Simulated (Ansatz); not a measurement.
An Ansatz (a first-principles code) run: BeO with a change (uniaxial strain ε_yy = +0.87 %); r2SCAN, PAW, 500 eV (Ansatz; no spin-orbit coupling).

Input:

Ansatz 0.2 input:
```yaml
crystal:
  lattice:
    - [2.6904874919, 0, 0]
    - [-1.345243746, 2.3503017821, 0]
    - [0, 0, 4.3698823758]
  atoms:
    - { symbol: Be, position: [0.6666666667, 0.3333333333, 0.0014488758] }
    - { symbol: Be, position: [0.3333333333, 0.6666666667, 0.5014488758] }
    - { symbol: O, position: [0.6666666667, 0.3333333333, 0.6237511242] }
    - { symbol: O, position: [0.3333333333, 0.6666666667, 0.1237511242] }
basis: { ecutwfc: 500, ecutrho_ratio: 4, xc_grid: 4, fft_grid_basis: typed }
kpoints: { mp_grid: { grid: [14, 14, 8] } }
hamiltonian:
  xc: r2scan
  dispersion: none
  pseudopotentials: { kind: paw }
scf: { occupations: { method: fermi_dirac, width: 0.05 }, convergence: { dr2_threshold: 0.0000000004 } }
relax: { f_tol: 0.005, max_steps: 50 }
output: { forces: true, stress: true }
checkpoint: { write: state.ck, write_every: 1000 }
```

Output (explanatory and most iteration lines left out):

```
Relaxation: its limit of steps is 50 (relax.max_steps)
Pseudopotential: Be, paw, valence charge 2
Pseudopotential: O, paw, valence charge 6
Crystal: 4 atoms, lattice volume = 27.633 Å³
Basis set: ecut = 500 eV, 699 PW (Γ), exchange–correlation on 80×80×128 points (64 copies of the dense FFT grid, shifted against one another)
Bands: 12, of which v1, the nominal top of the filled ones, is band 8 counted from 1 (7 counted from 0)
Symmetry: 4 space group operations
Space group: Cmc21 (ITA 36), of the structure as read, at distance tolerance 3.0e-5 Å
k-points: 285 of 1568 (time reversal used)
Functional: x = r2scan, c = r2scan; τ floored in thin density (d = 2e-4 eV/Å³)
SCF iter   1: F=—  HF=-1330.277401 eV  |F-HF|=—  |Δ(HF+E_count)|=         —  Δρ=8.84e-3  dr2=1.95e-2  dr2_τ=2.59e-1  ethr=1.77e-3  ⟨swp⟩=5.8  Hψ=21426  notcnv=0
SCF iter   2: F=—  HF=-1330.547980 eV  |F-HF|=—  |Δ(HF+E_count)|=   2.71e-1  Δρ=5.25e-3  dr2=3.06e-3  dr2_τ=5.63e-4  ethr=1.22e-4  ⟨swp⟩=3.0  Hψ=9980  notcnv=0
SCF 1 converged in 8 iterations: F = -1330.548466 eV  dr2 = 3.34e-11
relax step   1: F+E_penalty+E_count = -1330.54846561 eV  Δ(F+E_penalty+E_count) = +0.000e0 eV  max|allowed force component| = 4.288e-2 eV/Å  Δτ_max = 0.0000 Å  (8 SCF iters, accepted)
Crystal: 4 atoms, lattice volume = 27.633 Å³
SCF iter   1: F=—  HF=-1330.548555 eV  |F-HF|=—  |Δ(HF+E_count)|=         —  Δρ=2.52e-4  dr2=1.43e-5  dr2_τ=2.29e-4  ethr=8.09e-8  ⟨swp⟩=2.1  Hψ=15057  notcnv=0
SCF iter   2: F=—  HF=-1330.548550 eV  |F-HF|=—  |Δ(HF+E_count)|=   4.88e-6  Δρ=1.16e-4  dr2=2.55e-6  dr2_τ=1.51e-7  ethr=8.09e-8  ⟨swp⟩=2.5  Hψ=5807  notcnv=0
SCF 2 converged in 6 iterations: F = -1330.548549 eV  dr2 = 7.87e-11
relax step   2: F+E_penalty+E_count = -1330.54854919 eV  Δ(F+E_penalty+E_count) = -8.358e-5 eV  max|allowed force component| = 2.780e-2 eV/Å  Δτ_max = 0.0016 Å  (6 SCF iters, accepted)
Crystal: 4 atoms, lattice volume = 27.633 Å³
SCF iter   1: F=—  HF=-1330.548644 eV  |F-HF|=—  |Δ(HF+E_count)|=         —  Δρ=3.78e-4  dr2=3.59e-5  dr2_τ=2.98e-4  ethr=1.05e-6  ⟨swp⟩=2.0  Hψ=11406  notcnv=0
SCF iter   2: F=—  HF=-1330.548634 eV  |F-HF|=—  |Δ(HF+E_count)|=   1.03e-5  Δρ=1.58e-4  dr2=5.51e-6  dr2_τ=2.92e-7  ethr=2.24e-7  ⟨swp⟩=2.0  Hψ=7792  notcnv=0
SCF 3 converged in 6 iterations: F = -1330.548633 eV  dr2 = 1.57e-10
relax step   3: F+E_penalty+E_count = -1330.54863333 eV  Δ(F+E_penalty+E_count) = -8.414e-5 eV  max|allowed force component| = 3.758e-3 eV/Å  Δτ_max = 0.0017 Å  (6 SCF iters, accepted)
Crystal: 4 atoms, lattice volume = 27.633 Å³
SCF iter   1: F=—  HF=-1330.548633 eV  |F-HF|=—  |Δ(HF+E_count)|=         —  Δρ=1.00e-6  dr2=1.57e-10  dr2_τ=1.81e-11  ethr=1.00e-12  ⟨swp⟩=2.4  Hψ=23157  notcnv=0
SCF iter   2: F=-1330.548633 eV  HF=-1330.548633 eV  |F-HF|=2.73e-12  |Δ(HF+E_count)|=  1.36e-12  Δρ=3.90e-7  dr2=2.09e-11  dr2_τ=2.05e-12  ethr=1.00e-12  ⟨swp⟩=3.4  Hψ=9271  notcnv=0
SCF 4 converged in 2 iterations: F = -1330.548633 eV  dr2 = 2.09e-11
SCF converged after 2 iterations
Free energy (F): -1330.548633 eV
Internal energy: -1330.548633 eV  (E = F + TS)
E sigma→0 (E₀):  -1330.548633 eV
Fermi energy:    9.800767 eV
--- Forces (eV/Å), atoms counted from 1 ---
  atom   1  Be     0.00000000    -0.00375431     0.00250072
  atom   2  Be    -0.00000000     0.00375431     0.00250072
  atom   3  O      0.00000000    -0.00125816    -0.00244486
  atom   4  O     -0.00000000     0.00125816    -0.00244486
--- Stress (GPa, compression-positive) ---
       -1.046148       0.000000       0.000000
        0.000000      -3.956457       0.000000
       -0.000000       0.000000      -0.742726
  P = ⅓ Tr σ = -1.9151 GPa (-19.151 kbar)
--- Relaxed structure (3 steps of the walk, 3 accepted, 0 SCFs on fresh bases) ---
  atoms:
    - { symbol: Be, position: [0.666700744981326, 0.333401489962652, 0.001620786463308666] }
    - { symbol: Be, position: [0.33329925501867397, 0.6665985100373479, 0.5016207864633085] }
    - { symbol: O, position: [0.6659819501126154, 0.3319639002252307, 0.6235792135366913] }
    - { symbol: O, position: [0.3340180498873846, 0.6680360997747693, 0.12357921353669134] }
```

No phonon test of stability was made. The cell was made from BeO in the wurtzite structure (space group P6_3mc, No. 186) by this change: uniaxial strain ε_yy = +0.87 %.
